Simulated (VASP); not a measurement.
## From an Ansatz input to VASP: CdSe (strained zincblende)

Ansatz input

```yaml
crystal:
  lattice:
    - [-0.1153037606, 3.0445106338, 3.0445106338]
    - [3.0445106338, -0.1153037606, 3.0445106338]
    - [3.0445106338, 3.0445106338, -0.1153037606]
  atoms:
    - { symbol: Cd, position: [-0.0037239811, -0.0037239811, -0.0037239811] }
    - { symbol: Se, position: [0.2537239811, 0.2537239811, 0.2537239811] }
kpoints:
  mp_grid: { grid: [8, 8, 8] }
  band_path:
    path:
      - [0.0, 0.0, 0.0]
      - [-0.5, -0.5, 0.0]
      - [-0.375, -0.375, 0.25]
      - [-0.375, 0.0, 0.375]
      - [0.0, 0.0, 0.5]
      - [-0.5, -0.25, 0.25]
      - [-0.020833, 0.002604, 0.018229]
    npoints: 1
hamiltonian:
  xc: pbe
scf:
  occupations: { method: fermi_dirac, width: 0.02 }
  n_extra_bands: 4
output:
  forces: true
  stress: true
  eigenvalues: true
```

Task: Which VASP files do the same job?

Result: 

INCAR

```
LASPH = .TRUE.
NBANDS = 16
NSW = 0
LCHARG = .FALSE.
NELM = 120
LREAL = .FALSE.
SIGMA = 0.02
PREC = Accurate
IBRION = -1
GGA = PE
LWAVE = .FALSE.
EDIFF = 1E-7
ISIF = 2
ISMEAR = -1
ENCUT = 520
```

KPOINTS

```
KPOINTS created by Atomic Simulation Environment
0
Gamma
8 8 8
0 0 0
```

KPOINTS_OPT

```
special points
7
Reciprocal
0.0000000000 0.0000000000 0.0000000000 1
-0.5000000000 -0.5000000000 0.0000000000 1
-0.3750000000 -0.3750000000 0.2500000000 1
-0.3750000000 0.0000000000 0.3750000000 1
0.0000000000 0.0000000000 0.5000000000 1
-0.5000000000 -0.2500000000 0.2500000000 1
-0.0208330000 0.0026040000 0.0182290000 1
```

POSCAR

```
Cd Se
 1.0000000000000000
    -0.1153037606000000    3.0445106337999999    3.0445106337999999
     3.0445106337999999   -0.1153037606000000    3.0445106337999999
     3.0445106337999999    3.0445106337999999   -0.1153037606000000
 Cd  Se
   1   1
Cartesian
 -0.0222460107971454 -0.0222460107971454 -0.0222460107971454
  1.5156753875471458  1.5156753875471456  1.5156753875471456
```

VASP ran with the recommended PBE PAW datasets (18 valence electrons in the cell). Other inputs would serve too.

The two codes use different PAW datasets and cutoffs. VASP's cell holds 18 valence electrons and Ansatz's 36. Ansatz's stress includes a Pulay correction; VASP's doesn't.
